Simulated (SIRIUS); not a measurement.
# NaCl under changes of volume

One of the cells (22.249 Å³/atom); the others are scaled copies at fixed shape and fractional positions:

```
CELL_PARAMETERS angstrom
0.00000 2.81257 2.81257
2.81257 0.00000 2.81257
2.81257 2.81257 0.00000
ATOMIC_POSITIONS crystal
Cl 0.50000 0.50000 0.50000
Na 0.00000 0.00000 0.00000
```

The cell is a database's computed one.

```yaml
Program: SIRIUS 7.12.0
Functional: PBEsol
Potentials_or_basis: all-electron FP-LAPW
Cutoff: 158 eV
Basis: apw+lo standard
k_mesh: 8 × 8 × 8
Occupations: fermi-dirac, width 0.05 eV
Spin: no spin polarisation
```

```tsv
volume (Å³/atom)	energy over the lowest point (meV/atom)	gap on the mesh (eV)
20.504	8.67	5.28
20.940	?	?
21.376	1.04	5.12
22.249	0.00	4.96
22.685	1.48	4.89
23.121	4.21	4.82
```

**Question.** What does the run at 20.940 Å³/atom give?

**Answer.** Energy over the lowest point 3.89 meV/atom; gap on the mesh 5.20 eV.

Worked out: A Birch-Murnaghan fit of order 3 (a polynomial in V^(-2/3)) to the other rows has its minimum at 21.97 Å³/atom with B0 = V·E''(V) = 26 GPa and B' = 4.4. It gives 3.95 meV/atom at 20.940 Å³/atom, against the run's 3.89. A straight line through the other rows of the gap, of slope -3.85 eV per unit of ln V (its deformation potential), gives 5.20 eV, against the run's 5.20.

Energies are extrapolated to zero smearing.
